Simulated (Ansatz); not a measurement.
# SiRu2: the cost of one run

Program: Ansatz 0.2.0. Level of theory: DFT PBE, scalar-relativistic, plane waves, PAW. These are calculated values, not measurements.

1 further run of the same task is left out (it didn't finish).

## Step 1: The system as given

Symmetry: P4_2/mcm, No. 132, tetragonal system. The conventional cell has a = 4.540 Å, b = 4.540 Å, c = 4.846 Å, α = 90.00°, β = 90.00°, γ = 90.00°. Si (site symmetry -42m) has 4 Ru at 2.10 Å as nearest neighbours. Around Ru (site symmetry m2m) lie 2 Si at 2.10 Å.

As a file:

```
CELL_PARAMETERS angstrom
4.54005 0.00000 0.00000
0.00000 4.54005 0.00000
0.00000 0.00000 4.84617
ATOMIC_POSITIONS crystal
Si 0.50000 0.50000 0.25000
Si 0.50000 0.50000 0.75000
Ru 0.76625 0.76625 0.50000
Ru 0.23375 0.23375 0.50000
Ru 0.23375 0.76625 0.00000
Ru 0.76625 0.23375 0.00000
```

The cell is invented: random cell by space group and Wyckoff sites (P4_2/mcm, No. 132). The dimensions are guesses.

## Step 2: A first look at the guess

Contents of input.yaml:

```yaml
crystal:
  lattice:
    - [4.5400512, 0.0, 0.0]
    - [0.0, 4.5400512, 0.0]
    - [0.0, 0.0, 4.84616779]
  atoms:
    - { symbol: Si, position: [0.5, 0.5, 0.25] }
    - { symbol: Si, position: [0.5, 0.5, 0.75] }
    - { symbol: Ru, position: [0.76625413, 0.76625413, 0.5] }
    - { symbol: Ru, position: [0.23374587, 0.23374587, 0.5] }
    - { symbol: Ru, position: [0.23374587, 0.76625413, 0.0] }
    - { symbol: Ru, position: [0.76625413, 0.23374587, 0.0] }
basis:
  ecutwfc: 420
kpoints:
  mp_grid: { grid: [4, 4, 4] }
hamiltonian:
  xc: pbe
scf:
  occupations: { method: gaussian, width: 0.1 }
  lower_state_search: "off"
output:
  forces: true
  stress: true
  eigenvalues: true
```

Run with:

```bash
$ ansatz run input.yaml --threads 1 --pin off --max-ram 2560MiB --backend cpu --events-out ev --progress --plain --runs-dir out
```

Q: Estimate wall time and peak memory on 1 thread of Intel Xeon Platinum 8488C (Sapphire Rapids), shared host.

About 2.8 s, with a peak of 0.43 GiB.
